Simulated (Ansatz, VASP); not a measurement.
# GaAs (GaAs(110)) in two plane-wave programs

Wanted: the spread between two codes on one cell, functional and k mesh. Of the first pair: The structure shown is the end of the VASP relaxation below. Valence electrons are named where the data sets of a main pair hold unlike numbers.

Method: plane waves, with VASP 6.6.1 beside it; single point at PBE and band structure at PBE, in Ansatz 0.2.0.

### 1. Starting point

The cell holds 18 atoms: 9 Ga and 9 As. Its edges and angles: a = 4.196 Å, b = 5.934 Å, c = 32.083 Å, α = 90.0°, β = 90.0°, γ = 90.0°. It derives from GaAs. As first built, before any earlier steps moved the atoms (in the runner's words): 9 layers, strained by +3 % in the plane. Vacuum lies along c.

### 2. VASP: relaxation, PBE

This run makes the geometry at which the two programs are then compared.

Lines of VASP's logs that name or quote its potential files are left out, and so is its time.

File INCAR:

```
SYSTEM = GaAs
PREC = Normal
ENCUT = 320
EDIFF = 1E-05
NELM = 120
ISMEAR = 0
SIGMA = 0.03
LREAL = Auto
ALGO = Fast
GGA = PE
NBANDS = 54
LORBIT = 11
LWAVE = .FALSE.
LCHARG = .FALSE.
KPAR = 2
NCORE = 2
IBRION = 2
NSW = 60
ISIF = 2
EDIFFG = -0.03
POTIM = 0.4
MAXMIX = 40
IDIPOL = 3
LDIPOL = .TRUE.
DIPOL = 0.5 0.5 0.5
```

File POSCAR:

```
GaAs
1.0
    4.1956567765      0.0000000000      0.0000000000
    0.0000000000      5.9335547164      0.0000000000
    0.0000000000      0.0000000000     32.0832604436
Ga As
9 9
Direct
    0.0000000000      0.0000000000      0.2493512200
    0.5000000000      0.5000000000      0.3120134100
    0.0000000000      0.0000000000      0.3746756100
    0.5000000000      0.5000000000      0.4373378000
    0.0000000000      0.0000000000      0.5000000000
    0.5000000000      0.5000000000      0.5626622000
    0.0000000000      0.0000000000      0.6253243900
    0.5000000000      0.5000000000      0.6879865900
    0.0000000000      0.0000000000      0.7506487800
    0.0000000000      0.7500000000      0.3120134100
    0.5000000000      0.2500000000      0.2493512200
    0.0000000000      0.7500000000      0.4373378000
    0.5000000000      0.2500000000      0.3746756100
    0.0000000000      0.7500000000      0.5626622000
    0.5000000000      0.2500000000      0.5000000000
    0.0000000000      0.7500000000      0.6879865900
    0.5000000000      0.2500000000      0.6253243900
    0.5000000000      0.2500000000      0.7506487800
```

File KPOINTS:

```
Automatic mesh
0
Gamma
6 4 1
0 0 0
```

The projector-augmented-wave data sets are Ga and As (PBE family, release 64).

Command:

```
$ mpirun -np 4 vasp_std
```

Numbers of over 12 decimals in the logs are rounded to 6 here.

The program printed:

```text
[banner, memory and clock lines left out]
running    4 mpi-ranks, on    1 nodes
 distrk:  each k-point on    2 cores,    2 groups
 distr:  one band on    2 cores,    1 groups

 POSCAR found type information on POSCAR GaAs
 POSCAR found :  2 types and      18 ions
 LDA part: xc-table for (Slater+PW92), standard interpolation
 POSCAR, INCAR and KPOINTS ok, starting setup
 FFT: planning ... GRIDC
 FFT: planning ... GRID_SOFT
 FFT: planning ... GRID
 WAVECAR not read
 entering main loop
       N       E                     dE             d eps       ncg     rms          rms(c)
DAV:   1     0.296838603221E+03    0.29684E+03   -0.18236E+04  1296   0.682E+02
DAV:   2    -0.355567955235E+02   -0.33240E+03   -0.32040E+03  1736   0.145E+02
DAV:   3    -0.716190352340E+02   -0.36062E+02   -0.35540E+02  1576   0.498E+01
DAV:   4    -0.730188921434E+02   -0.13999E+01   -0.13953E+01  1664   0.111E+01
DAV:   5    -0.730659228483E+02   -0.47031E-01   -0.47012E-01  1654   0.192E+00    0.101E+01
RMM:   6    -0.712979930433E+02    0.17679E+01   -0.21422E+00  1296   0.309E+00    0.576E+00
RMM:   7    -0.710890885396E+02    0.20890E+00   -0.25347E+00  1296   0.330E+00    0.155E+00
RMM:   8    -0.710534886934E+02    0.35600E-01   -0.43297E-01  1296   0.169E+00    0.564E-01
RMM:   9    -0.710291481130E+02    0.24341E-01   -0.30598E-02  1314   0.555E-01    0.229E-01
RMM:  10    -0.710294918019E+02   -0.34369E-03   -0.20918E-02  1327   0.318E-01    0.125E-01
RMM:  11    -0.710304665259E+02   -0.97472E-03   -0.37018E-03  1297   0.174E-01    0.694E-02
RMM:  12    -0.710307745875E+02   -0.30806E-03   -0.12101E-03  1364   0.886E-02    0.504E-02
RMM:  13    -0.710309515574E+02   -0.17697E-03   -0.95174E-04  1299   0.652E-02    0.191E-02
RMM:  14    -0.710311541162E+02   -0.20256E-03   -0.18932E-04  1285   0.322E-02    0.118E-02
RMM:  15    -0.710312939860E+02   -0.13987E-03   -0.45332E-05  1046   0.179E-02    0.697E-03
RMM:  16    -0.710313402935E+02   -0.46308E-04   -0.26519E-05   931   0.113E-02    0.243E-03
RMM:  17    -0.710313661628E+02   -0.25869E-04   -0.14926E-05   900   0.696E-03    0.212E-03
RMM:  18    -0.710313819788E+02   -0.15816E-04   -0.28478E-06   659   0.349E-03    0.149E-03
RMM:  19    -0.710314168826E+02   -0.34904E-04   -0.35682E-06   741   0.371E-03    0.165E-03
RMM:  20    -0.710314231522E+02   -0.62696E-05   -0.29716E-07   460   0.209E-03
   1 F= -.71031423E+02 E0= -.71031207E+02  d E =-.710314E+02
[... from here on, the cycles between the ionic steps are left out ...]
   2 F= -.71474331E+02 E0= -.71474330E+02  d E =-.442908E+00
   3 F= -.71876767E+02 E0= -.71876767E+02  d E =-.845344E+00
  14 F= -.72509401E+02 E0= -.72509401E+02  d E =-.610140E-02
  15 F= -.72511102E+02 E0= -.72511102E+02  d E =-.170072E-02
  16 F= -.72511767E+02 E0= -.72511767E+02  d E =-.236628E-02
  17 F= -.72512893E+02 E0= -.72512893E+02  d E =-.112633E-02
  18 F= -.72513601E+02 E0= -.72513601E+02  d E =-.183384E-02
  19 F= -.72514282E+02 E0= -.72514282E+02  d E =-.251516E-02
  20 F= -.72514346E+02 E0= -.72514346E+02  d E =-.257861E-02
  21 F= -.72515099E+02 E0= -.72515099E+02  d E =-.753736E-03
  22 F= -.72515256E+02 E0= -.72515256E+02  d E =-.910100E-03
  23 F= -.72515308E+02 E0= -.72515308E+02  d E =-.962237E-03
  24 F= -.72515935E+02 E0= -.72515935E+02  d E =-.626861E-03
  25 F= -.72516002E+02 E0= -.72516002E+02  d E =-.694289E-03
 curvature: -11.68 expect dE=-0.528E-02 dE for cont linesearch -0.574E-03
 ZBRENT: interpolating
 opt :   4.7368  next Energy=   -72.516298 (dE=-0.990E-03)
 bond charge predicted
       N       E                     dE             d eps       ncg     rms          rms(c)
DAV:   1    -0.725158767455E+02    0.11810E-03   -0.78451E-02  1296   0.808E-01    0.686E-02
RMM:   2    -0.725161576111E+02   -0.28087E-03   -0.37286E-03  1296   0.172E-01    0.198E-02
RMM:   3    -0.725162239124E+02   -0.66301E-04   -0.59930E-04  1338   0.719E-02    0.869E-03
RMM:   4    -0.725162487714E+02   -0.24859E-04   -0.13150E-04  1212   0.318E-02    0.101E-02
RMM:   5    -0.725162573248E+02   -0.85534E-05   -0.17295E-05   901   0.128E-02
  26 F= -.72516257E+02 E0= -.72516257E+02  d E =-.949367E-03
 curvature:  -6.01 expect dE=-0.129E-02 dE for cont linesearch -0.895E-06
 trial: gam= 0.25695 g(F)=  0.215E-03 g(S)=  0.000E+00 ort = 0.129E-04 (trialstep = 0.260E+01)
 search vector abs. value=  0.296E-03
 reached required accuracy - stopping structural energy minimisation
```

From OUTCAR (step 2):

```text
ion  position               nearest neighbor table
   1  0.000  0.000  0.249-  10 2.50  11 2.57  11 2.57
   2  0.500  0.500  0.312-  11 2.50  13 2.50  10 2.57  10 2.57
   3  0.000  0.000  0.375-  12 2.50  10 2.50  13 2.57  13 2.57
   4  0.500  0.500  0.437-  13 2.50  15 2.50  12 2.57  12 2.57
   5  0.000  0.000  0.500-  12 2.50  14 2.50  15 2.57  15 2.57
   6  0.500  0.500  0.563-  17 2.50  15 2.50  14 2.57  14 2.57
   7  0.000  0.000  0.625-  14 2.50  16 2.50  17 2.57  17 2.57
   8  0.500  0.500  0.688-  18 2.50  17 2.50  16 2.57  16 2.57
   9  0.000  0.000  0.751-  16 2.50  18 2.57  18 2.57
  10  0.000  0.750  0.312-   1 2.50   3 2.50   2 2.57   2 2.57
  11  0.500  0.250  0.249-   2 2.50   1 2.57   1 2.57
  12  0.000  0.750  0.437-   3 2.50   5 2.50   4 2.57   4 2.57
  13  0.500  0.250  0.375-   4 2.50   2 2.50   3 2.57   3 2.57
  14  0.000  0.750  0.563-   7 2.50   5 2.50   6 2.57   6 2.57
  15  0.500  0.250  0.500-   4 2.50   6 2.50   5 2.57   5 2.57
  16  0.000  0.750  0.688-   9 2.50   7 2.50   8 2.57   8 2.57
  17  0.500  0.250  0.625-   6 2.50   8 2.50   7 2.57   7 2.57
  18  0.500  0.250  0.751-   8 2.50   9 2.57   9 2.57

  LATTYP: Found a simple orthorhombic cell.
 ALAT       =     4.1956567765
 B/A-ratio  =     1.4142135624
 C/A-ratio  =     7.6467790748

 Subroutine GETGRP returns: Found  4 space group operations
 (whereof  4 operations were pure point group operations)

The static configuration has the point symmetry C_2v.

 Found     12 irreducible k-points:

   k-points           NKPTS =     12   k-points in BZ     NKDIM =     12   number of bands    NBANDS=     54

   dimension x,y,z NGX =    18 NGY =   28 NGZ =  140
   dimension x,y,z NGXF=    36 NGYF=   56 NGZF=  280

   ENCUT  =  320.0 eV  23.52 Ry    4.85 a.u.   6.12  8.65 46.80*2*pi/ulx,y,z

   NELECT =      72.0000    total number of electrons

 k-points in reciprocal lattice and weights: Automatic mesh
   0.00000000  0.00000000  0.00000000       0.042
   0.16666667  0.00000000  0.00000000       0.083
   0.33333333  0.00000000  0.00000000       0.083
   0.50000000  0.00000000  0.00000000       0.042
   0.00000000  0.25000000  0.00000000       0.083
   0.16666667  0.25000000  0.00000000       0.167
   0.33333333  0.25000000  0.00000000       0.167
   0.50000000  0.25000000  0.00000000       0.083
   0.00000000  0.50000000  0.00000000       0.042
   0.16666667  0.50000000  0.00000000       0.083
   0.33333333  0.50000000  0.00000000       0.083
   0.50000000  0.50000000  0.00000000       0.042

 dipolmoment           0.000000      0.000000      0.000000 electrons x Angstroem

 average (electrostatic) potential at core
       1 -18.6037       2 -18.3747       3 -18.4354       4 -18.4148       5 -18.4302
       6 -18.4148       7 -18.4354       8 -18.3747       9 -18.6037      10 -55.2456
      11 -54.9124      12 -55.2455      13 -55.1985      14 -55.2455      15 -55.2218
      16 -55.2456      17 -55.1985      18 -54.9124

 E-fermi :  -1.0474

 k-point     1 :       0.0000    0.0000    0.0000
  band No.  band energies     occupation
    ...
     32      -1.4585      2.00000
     33      -1.3209      2.00000
     34      -1.2612      2.00000
     35      -1.2571      2.00000
     36      -1.1779      2.00000
     37      -0.6685      0.00000
     38       0.0901      0.00000
     39       0.3140      0.00000
     40       0.4025      0.00000
     41       0.5512      0.00000
    ...

 k-point     2 :       0.1667    0.0000    0.0000
  band No.  band energies     occupation
    ...
     32      -2.1855      2.00000
     33      -1.9419      2.00000
     34      -1.8585      2.00000
     35      -1.6383      2.00000
     36      -1.2986      2.00000
     37       0.5587      0.00000
     38       0.9130      0.00000
     39       1.0813      0.00000
     40       1.3334      0.00000
     41       1.3608      0.00000
    ...

 k-point     3 :       0.3333    0.0000    0.0000
  band No.  band energies     occupation
    ...
     32      -2.6286      2.00000
     33      -2.5298      2.00000
     34      -2.1941      2.00000
     35      -1.9044      2.00000
     36      -1.5326      2.00000
     37       0.3080      0.00000
     38       0.4681      0.00000
     39       0.7260      0.00000
     40       1.0593      0.00000
     41       1.1536      0.00000
    ...

  Total      -12.7567065     -8.2234260     -0.2916711      0.0000000      0.0000000      0.0000000
  in kB      -25.5891431    -16.4956703     -0.5850738      0.0000000      0.0000000      0.0000000
  external PRESSURE =     -14.2232957 kB  Pullay stress =       0.0000000 kB

  energy-cutoff  :      320.00
  volume of cell :      798.72
      direct lattice vectors                 reciprocal lattice vectors
     4.195656776  0.000000000  0.000000000     0.238341707  0.000000000  0.000000000
     0.000000000  5.933554716  0.000000000     0.000000000  0.168533038  0.000000000
     0.000000000  0.000000000 32.083260444     0.000000000  0.000000000  0.031168902

 POSITION                                       TOTAL-FORCE (eV/Angst)
 -----------------------------------------------------------------------------------
      0.00000      0.36272      8.48855        -0.000000      0.017288      0.011195
      2.09783      2.89536      9.93426        -0.000000      0.002527      0.001585
      0.00000      5.89169     12.03258         0.000000      0.015992      0.017033
      2.09783      2.92492     14.02145        -0.000000     -0.005793      0.004878
      0.00000      5.90418     16.04163        -0.000000      0.010759      0.000000
      2.09783      2.92492     18.06181        -0.000000     -0.005793     -0.004878
      0.00000      5.89169     20.05068         0.000000      0.015992     -0.017033
      2.09783      2.89536     22.14900        -0.000000      0.002527     -0.001585
      0.00000      0.36272     23.59472        -0.000000      0.017288     -0.011195
      0.00000      4.34802     10.01322         0.000000     -0.026638     -0.000271
      2.09783      1.54818      7.80811        -0.000000     -0.001381      0.005514
      0.00000      4.38030     14.04014        -0.000000      0.005357     -0.019487
      2.09783      1.42821     12.00047        -0.000000     -0.019367      0.008882
      0.00000      4.38030     18.04312        -0.000000      0.005357      0.019487
      2.09783      1.42242     16.04163        -0.000000      0.013270      0.000000
      0.00000      4.34802     22.07004         0.000000     -0.026638      0.000271
      2.09783      1.42821     20.08279        -0.000000     -0.019367     -0.008882
      2.09783      1.54818     24.27515        -0.000000     -0.001381     -0.005514
 -----------------------------------------------------------------------------------
    total drift:                                0.000000      0.008959      0.000000

  FREE ENERGIE OF THE ION-ELECTRON SYSTEM (eV)
  ---------------------------------------------------
  free  energy   TOTEN  =       -72.5162573248 eV

  energy  without entropy=      -72.5162573248  energy(sigma->0) =      -72.51625732

 reached required accuracy - stopping structural energy minimisation

 vacuum level on the upper side and lower side of the slab         3.620         3.620

 total charge
# of ion       s       p       d       tot
------------------------------------------
    1        1.155   0.924   0.087   2.166
    2        1.083   1.047   0.112   2.242
    3        1.084   1.045   0.107   2.236
    4        1.085   1.053   0.110   2.248
    5        1.084   1.055   0.110   2.250
    6        1.085   1.053   0.110   2.248
    7        1.084   1.045   0.107   2.236
    8        1.083   1.047   0.112   2.242
    9        1.155   0.924   0.087   2.166
   10        1.224   1.526   0.023   2.774
   11        1.265   1.448   0.020   2.733
   12        1.222   1.526   0.023   2.771
   13        1.223   1.521   0.023   2.767
   14        1.222   1.526   0.023   2.771
   15        1.222   1.528   0.023   2.772
   16        1.224   1.526   0.023   2.774
   17        1.223   1.521   0.023   2.767
   18        1.265   1.448   0.020   2.733
--------------------------------------------------
tot         20.988  22.765   1.144  44.897

[... 3 further parts left out ...]
```

CONTCAR:

```
GaAs
   1.00000000000000
     4.1956567764999999    0.0000000000000000    0.0000000000000000
     0.0000000000000000    5.9335547163999998    0.0000000000000000
     0.0000000000000000    0.0000000000000000   32.0832604435999968
  Ga              As
     9     9
Direct
     0.0000000000000000    0.0611296026975139    0.2645786331781512
     0.5000000000000000    0.4879640829082172    0.3096399275621445
     0.0000000000000000    0.9929444523836544    0.3750424410721535
     0.5000000000000000    0.4929459868992193    0.4370333409629452
     0.0000000000000000    0.9950491818759234    0.5000000000000000
     0.5000000000000000    0.4929459868992193    0.5629666590370550
     0.0000000000000000    0.9929444523836544    0.6249575589278467
     0.5000000000000000    0.4879640829082172    0.6903600724378554
     0.0000000000000000    0.0611296026975139    0.7354213668218486
     0.0000000000000000    0.7327842050136492    0.3121010362718703
     0.5000000000000000    0.2609193446666174    0.2433701542496418
     0.0000000000000000    0.7382245781547176    0.4376158893184210
     0.5000000000000000    0.2407009615523803    0.3740413672193671
     0.0000000000000000    0.7382245781547176    0.5623841106815791
     0.5000000000000000    0.2397243895721382    0.5000000000000000
     0.0000000000000000    0.7327842050136492    0.6878989637281300
     0.5000000000000000    0.2407009615523803    0.6259586327806325
     0.5000000000000000    0.2609193446666174    0.7566298457503582
```

The data set Ga keeps the semicore shell frozen, which is cheaper and a little less accurate.

[end of part 1 of 3]

[Lines on the potential files, build, host, timing and source positions are cut from VASP's logs without a mark.]

[Logs are printed without paths, hosts, clocks, repeated set-up lines and the standing remarks that a program may print on its own settings, such as how far it seeks lower states.]

[Hosts, paths, dates, database ids (printed as entryN), source tags and the programs' standing remarks are cut or masked in the printed files.]
